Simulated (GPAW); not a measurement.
BeS:

```xyz
2
Lattice="0.0000 2.4250 2.4250 2.4250 0.0000 2.4250 2.4250 2.4250 0.0000" Properties=species:S:1:pos:R:3 pbc="T T T"
S     3.6375    3.6375    3.6375
Be    0.0000    0.0000    0.0000
```

Base run:

```yaml
Program: GPAW 26.7.0
Functional: optB88-vdW
Potentials_or_basis: GPAW PAW data sets (gpaw-data 1.2.1)
Cutoff: 800 eV
Basis: pw
k_mesh: 9 × 9 × 9
Occupations: fermi-dirac, width 0.05 eV
Spin: no spin polarisation
```

Its results: band gap on the k mesh 3.32 eV, indirect (least direct gap 5.73 eV).

Problem. After a change of settings the same cell gave: band gap on the k mesh 3.66 eV, indirect (least direct gap 6.22 eV). Which change was it?
A. functional from optB88-vdW to vdW-DF-cx
B. functional from optB88-vdW to PBEsol; potentials or basis from GPAW PAW data sets (gpaw-data 1.2.1) to PAW data sets generated in the run's folder for this functional
C. functional from optB88-vdW to r2SCAN
D. functional from optB88-vdW to revPBE; potentials or basis from GPAW PAW data sets (gpaw-data 1.2.1) to the program's PAW data sets (release 1.2.1) made for this functional

Solution. C.

Caveats: an odd mesh through Γ misses points on the zone boundary, where band edges often lie.
